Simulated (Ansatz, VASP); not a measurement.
Given: the input of a run of VASP 6.6.1 on Zr.

Contents of INCAR:

```
SYSTEM = Zr
PREC = Accurate
ENCUT = 520
EDIFF = 1E-6
ISMEAR = -1
SIGMA = 0.05
LREAL = .False.
LASPH = .True.
NELM = 60
ALGO = Fast
ISIF = 2
LWAVE = .False.
LCHARG = .True.
GGA = PE
LELF = .True.
LVHAR = .True.
NBANDS = 12
```

Contents of KPOINTS:

```
regular mesh
0
Gamma
  10 10 10
  0 0 0
```

Contents of POSCAR:

```
Zr
1.0
    0.0000000000      2.2550000000      2.2550000000
    2.2550000000      0.0000000000      2.2550000000
    2.2550000000      2.2550000000      0.0000000000
Zr
1
Direct
    0.0000000000      0.0000000000      0.0000000000
```

Potentials or basis: VASP PAW PBE potentials, release 64 (Zr_sv).

The run is started by

```sh
$ cat potpaw_PBE.64/Zr_sv/POTCAR > POTCAR
$ mpirun -np 1 vasp_std > vasp.out
```

Question: Translate it to Ansatz 0.2.0. Potentials there: all-electron LAPW, scalar-relativistic.

Answer: As run (the cutoff follows the program's own potentials):

Contents of input.yaml:

```yaml
crystal:
  lattice:
    - [0.0, 2.255, 2.255]
    - [2.255, 0.0, 2.255]
    - [2.255, 2.255, 0.0]
  atoms:
    - { symbol: Zr, position: [0.0, 0.0, 0.0] }
kpoints:
  mp_grid: { grid: [10, 10, 10] }
scf:
  occupations: { method: fermi_dirac, width: 0.05 }
hamiltonian:
  xc: pbe
  pseudopotentials: { kind: all_electron, lapw: { basis_error: 0.0005 } }
output:
  forces: true
  stress: true
  eigenvalues: true
```

Potentials or basis: all-electron LAPW, scalar-relativistic.

Run with:

```console
$ ansatz run input.yaml --threads 1 --pin off --max-ram 2560MiB --backend cpu --events-out ev --progress --plain --runs-dir out
```

Both were run:

|  | VASP | Ansatz | Ansatz less VASP |
| --- | --- | --- | --- |
| gap on the k mesh at the Fermi level (eV) | none | none | - |
| pressure (GPa) | 1.3 | 1.2 | -0.02 |

A gap of «none» marks a metal or a gap that the smearing closes. Ansatz ran all-electron here, so the differences hold the error of VASP's frozen core and of both bases.
